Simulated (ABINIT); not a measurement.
The system is Se.

```
CELL_PARAMETERS angstrom
4.36620 0.00000 0.00000
-2.18310 3.78124 0.00000
0.00000 0.00000 4.95360
ATOMIC_POSITIONS crystal
Se 0.77460 0.77460 0.00000
Se 0.00000 0.22540 0.66667
Se 0.22540 0.00000 0.33333
```

Base run:

* Program: ABINIT 10.8.3 (patched build)
* Functional: BP86
* Potentials or basis: JTH PAW PBE v2.0
* Cutoff: 408 eV
* k mesh: 7 × 7 × 6
* Occupations: fermi-dirac, width 0.05 eV
* Spin: no spin polarisation

Its results: band gap on the k mesh 1.20 eV, indirect (least direct gap 1.47 eV); pressure 3.1 GPa; largest force 0.501 eV/Å.

**Question.** After a change of settings the same cell gave: band gap on the k mesh 1.19 eV, indirect (least direct gap 1.48 eV); pressure 5.4 GPa; largest force 0.783 eV/Å. Which change was it?
A. functional from BP86 to rPW86PBE
B. functional from BP86 to RPBE
C. functional from BP86 to PBEsol; k mesh from 7 × 7 × 6 to 4 × 4 × 4
D. functional from BP86 to LDA; potentials or basis from JTH PAW PBE v2.0 to JTH PAW LDA v2.0

**Answer.** A.

Caveats: the PAW data sets were made with another functional, which shifts forces and pressure a little; the mesh misses the band edges, which the band path finds closer together.
